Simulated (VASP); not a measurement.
Input:

```
BaSnO3
1.0
    4.09802     0.00000     0.00000
    0.00000     4.09802     0.00000
    0.00000     0.00000     4.09802
Ba Sn O
1 1 3
Direct
  0.00000   0.00000   0.00000
  0.50000   0.50000   0.50000
  0.50000   0.00000   0.50000
  0.00000   0.50000   0.50000
  0.50000   0.50000   0.00000
```

All values below come from LDA (Ceperley-Alder, Perdew-Zunger), VASP's LDA PAW potentials (set 64) (plane waves; VASP 6.6.1). Numerical set-up: 520 eV cut-off, 5×5×5 Γ-centred mesh, Gaussian smearing of 0.050 eV, potentials Ba_sv Sn_d O.

**Question.** Estimate the energy per atom (σ→0).

**Answer.** 
* **energy per atom (σ→0)**: -7.092 eV/atom

Only differences to runs with the same potentials and settings are physical.

The compound is BaSnO3 in the cubic perovskite structure. It was relaxed first. The start is the result of an earlier pass.
